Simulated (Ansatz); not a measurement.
Debugging a phonon calculation by linear response of CdS, space group P3m1 (the Ansatz DFT code, driven from Python).

`dfpt.py`
```python
from pathlib import Path

import ansatz as az
import numpy as np
from pymatgen.core import Lattice, Structure
from pymatgen.io.ase import AseAtomsAdaptor


def main() -> None:
    pmg_structure = Structure(
        Lattice([(4.26117, 0.0, 0.0), (-2.13058, 3.69028, 0.0), (0.0, 0.0, 5.80417)]),
        ["Cd", "S"],
        [
            (0.0, 0.0, 0.44269),
            (2 / 3, 1 / 3, 0.43431),
        ],
    )
    xtal = az.Crystal.from_ase(AseAtomsAdaptor.get_atoms(pmg_structure))

    model = (
        xtal.calculation()
        .functional(az.Functional.LDA)
        .pseudopotentials("paw")
        .basis(510)
        .occupations("Fixed")
        .scf(tolerance=1e-10)
        .correlation("mp2")
        .kpoints(6, 6, 4)
        .phonons("dfpt", dielectric=True, lo_to_directions=[(1, 0, 0)])
    )
    done = model.run(runs_dir="runs")
    ph = done.phonons

    print("Gamma modes (1/cm):", " ".join(f"{w:.1f}" for w in ph.gamma_omega_inv_cm))
    print("in meV:", " ".join(f"{w * 0.1239842:.2f}" for w in ph.gamma_omega_inv_cm))
    field = done.phonons_dielectric
    print("eps_inf diagonal:", np.round(np.diag(field.eps_inf), 3))
    for site, z in zip(done.lattice.sites, field.zstar_e):
        print(f"Born charge {site.symbol:2s}", np.round(np.diag(z), 3) + 0.0)
    rows = (Path(done.output_folder) / "results" / "optical_modes.tsv").read_text().splitlines()
    for line in rows:
        if not line.startswith("#"):
            print("  ".join(f"{float(v):.3f}" for v in line.split()[:8]))


if __name__ == "__main__":
    main()
```

Running `python dfpt.py` prints:
```text
Traceback (most recent call last):
  File "dfpt.py", line 47, in <module>
    main()
    ~~~~^^
  File "dfpt.py", line 31, in main
    done = model.run(runs_dir="runs")
  ...
ansatz.RefusalError: invalid value for `correlation`: it needs basis.gaussian or hamiltonian.integrals
```
(Library frames cut from the traceback.)

Why does it end like this?

The fault: a wavefunction method is asked of a plane-wave crystal. The correction:

```diff
--- before
+++ after
@@ -26,3 +26,2 @@
         .scf(tolerance=1e-10)
-        .correlation("mp2")
         .kpoints(6, 6, 4)
```

The mended script runs so:

Running `python dfpt.py` prints:
```text
DeckWarning: phonons.dielectric: true without phonons.rigid_motions: the static dielectric tensor ε⁰ will be withheld (ε∞, Z* and the rows of modes are given); for a crystal or a slab, whose only rigid motions are the translations, set phonons.rigid_motions: translations
RunWarning: field response: ε∞ stands inside a basis, on 20×20×6 points; the force constants stand on the 6×6×4 k-mesh, whose period is 9.92 times the interband length at k = (0.0000, 0.0000, 0.0000), direct gap 1.263 eV, under 14: take them and everything [...]
Gamma modes (1/cm): 0.0 0.0 0.0 77.5 268.9 268.9
in meV: 0.00 0.00 0.00 9.61 33.35 33.35
eps_inf diagonal: [5.512 5.512 1.864]
Born charge Cd [2.723 2.723 0.431]
Born charge S  [-2.723 -2.723 -0.431]
0.000  0.000  0.000  77.499  1.000  0.172  0.000  -0.000
0.000  0.000  0.000  268.947  2.000  13.715  0.297  0.000
0.866  0.500  0.000  77.499  1.000  0.172  0.000  -0.000
0.866  0.500  0.000  268.947  1.000  6.857  0.074  -0.129
0.866  0.500  0.000  318.443  1.000  6.857  0.223  0.129
```
(Warnings from the package without file and line, shortened.)

Reading the output:
- The cell isn't relaxed first, so the values belong to this volume.
- The mesh doesn't settle the field response to the digits printed.
- This cell is a computed structure, which may not be the phase found in nature.
- The structure is taken as given; imaginary modes can come from an unrelaxed or unstable start.
- Run time: 8.7 min on 1 thread of Arm Neoverse N1, with other jobs on the host, peak memory 2.2 GiB.
